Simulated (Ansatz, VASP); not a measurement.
# AlN in VASP and in Ansatz

```xyz
8
Lattice="3.1302 0.0000 0.0000 -1.5651 2.7108 0.0000 0.0000 0.0000 10.0363" Properties=species:S:1:pos:R:3 pbc="T T T"
Al    0.0000    0.0000    0.0000
Al    0.0000    1.8072    2.5091
Al    1.5651    0.9036    5.0182
Al    0.0000    1.8072    7.5272
N     0.0000    0.0000    1.8818
N     0.0000    1.8072    4.3909
N     1.5651    0.9036    6.9000
N     0.0000    1.8072    9.4091
```

Alike in both runs: task relaxation of cell and atoms; functional PBE; k mesh 9 × 9 × 3; occupations gaussian, width 0.02 eV; no spin polarisation.

|  | VASP | Ansatz |
| --- | --- | --- |
| version | VASP 6.6.1 | Ansatz 0.2.0 |
| potentials or method | VASP PAW PBE potentials, release 64 (Al, N) | scalar-relativistic, plane waves, PAW |
| plane-wave cutoff (eV) | 600 | 420 |
| valence electrons in the cell | 32 | 32 |

```csv
,VASP,Ansatz,Ansatz less VASP
"gap on the k mesh at the Fermi level, each at its own relaxed structure (eV)",4.03,4.00,-0.027
relaxed volume (Å³/atom),10.64,10.66,+0.023
relaxed cell length with the largest relative difference (Å),10.102,10.111,+0.0094
energy change over the relaxation (meV/atom),-3,-3,0.0
```

Caveats: an odd mesh through Γ misses points on the zone boundary, where band edges often lie.
